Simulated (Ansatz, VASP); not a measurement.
**One calculation of Nb, two programs**

```
Nb
1.0
     0.00000    2.17423    2.17423
     2.17423    0.00000    2.17423
     2.17423    2.17423    0.00000
Nb
1
Direct
  0.00000 0.00000 0.00000
```

Alike in both runs: task single point; functional revPBE; k mesh 14 × 14 × 14; occupations fermi-dirac, width 0.1 eV; no spin polarisation.

|  | VASP | Ansatz |
| --- | --- | --- |
| version | VASP 6.6.1 | Ansatz 0.2.0 |
| potentials or method | VASP PAW PBE potentials, release 64 (Nb_sv) | plane waves (420 eV) with PAW, scalar-relativistic |
| plane-wave cutoff (eV) | 520 | 420 |
| valence electrons in the cell | 13 | 13 |

|  | VASP | Ansatz | Ansatz less VASP |
| --- | --- | --- | --- |
| pressure (GPa) | -10.9 | -10.7 | +0.26 |

Caveats: the PAW data sets were made with another functional, which shifts forces and pressure a little (VASP).
